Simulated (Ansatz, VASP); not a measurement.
# TiC in VASP and in Ansatz

Contents of INCAR:

```
PREC = Accurate
ENCUT = 520
EDIFF = 1E-6
ISMEAR = 0
SIGMA = 0.1
LREAL = F
LASPH = T
NELM = 100
ALGO = Fast
ISIF = 2
LWAVE = F
LCHARG = F
GGA = PS
NBANDS = 15
```

Contents of KPOINTS:

```
regular mesh
0
Gamma
  16 16 16
```

POSCAR

```
TiC
1.0
    0.0000000000      2.2733252800      2.1118259600
    2.0977816000      0.0773413600      2.0344846000
    2.0977816000      2.1959839200      0.0773413600
Ti C
1 1
Direct
    0.0231053604     -0.0231053604     -0.0231053604
    0.4768946396      0.5231053604      0.5231053604
```

Input for Ansatz:

```yaml
crystal:
  lattice:
    - [0.0, 2.27332528, 2.11182596]
    - [2.0977816, 0.07734136, 2.0344846]
    - [2.0977816, 2.19598392, 0.07734136]
  atoms:
    - { symbol: Ti, position: [0.0231053604, -0.0231053604, -0.0231053604] }
    - { symbol: C, position: [0.4768946396, 0.5231053604, 0.5231053604] }
basis:
  ecutwfc: 420
kpoints:
  mp_grid: { grid: [16, 16, 16] }
hamiltonian:
  xc: pbesol
scf:
  occupations: { method: gaussian, width: 0.1 }
output:
  forces: true
  stress: true
  eigenvalues: true
```

Alike in both runs: task single point; functional PBEsol; k mesh 16 × 16 × 16; occupations gaussian, width 0.1 eV; no spin polarisation.

|  | VASP | Ansatz |
| --- | --- | --- |
| version | VASP 6.6.1 | Ansatz 0.2.0 |
| potentials or method | VASP PAW PBE potentials, release 64 (Ti_sv, C) | scalar-relativistic, plane waves, PAW |
| plane-wave cutoff (eV) | 520 | 420 |
| valence electrons in the cell | 16 | 16 |

VASP gave:

* gap on the k mesh at the Fermi level (eV): none
* pressure (GPa): 25.1
* largest component of the traceless stress (GPa): 26.32
* rms of the force components (eV/Å): 1.559

What did Ansatz give for the same quantities?

gap on the k mesh at the Fermi level (eV): none; pressure (GPa): 24.9; largest component of the traceless stress (GPa): 26.23; rms of the force components (eV/Å): 1.551.

Atom by atom the forces differ by 0.008 eV/Å (rms over components). A gap of «none» marks a metal or a gap that the smearing closes.

Caveats: so large a pressure means that the cell lies far from this level's equilibrium, or that cutoff or potentials fall short (VASP); the potentials were made for another functional, which shifts forces and pressure (VASP).
